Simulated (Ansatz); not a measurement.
TiB:

```
Ti B
1.0
     6.12000    0.00000    0.00000
     0.00000    3.06000    0.00000
     0.00000    0.00000    4.56000
Ti B
4 4
Direct
  0.67700 0.25000 0.37700
  0.32300 0.75000 0.62300
  0.82300 0.75000 0.87700
  0.17700 0.25000 0.12300
  0.52900 0.25000 0.89700
  0.47100 0.75000 0.10300
  0.97100 0.75000 0.39700
  0.02900 0.25000 0.60300
```

Base run:

```yaml
Program: Ansatz 0.2.0
Functional: PBEsol
Potentials_or_basis: Ansatz PAW
Cutoff: "420 eV (not typed: the program's choice for these potentials)"
k_mesh: 5 × 9 × 6
Occupations: fermi-dirac, width 0.05 eV
Spin: no spin polarisation
Hubbard_terms: Ti d U = 8 eV
```

Its results: band gap on the k mesh none (metal or under the smearing width); pressure 3.3 GPa; largest force 0.223 eV/Å.

Q: After a change of settings the same cell gave: band gap on the k mesh none (metal or under the smearing width); pressure -3.9 GPa; largest force 0.239 eV/Å. Which change was it?
A. hubbard terms from Ti d U = 8 eV to Ti d U = 6 eV
B. hubbard terms from Ti d U = 8 eV to none; hubbard projectors from ortho-atomic (the default) to none
C. hubbard terms from Ti d U = 8 eV to Ti d U = 2 eV

A: C.

Caveats: U without spin polarisation on a metal has little footing; the PAW data sets come from PBE, with cores solved anew for the run's functional, which leaves a small shift of forces and pressure; the U is typed as a test and isn't derived for this compound.
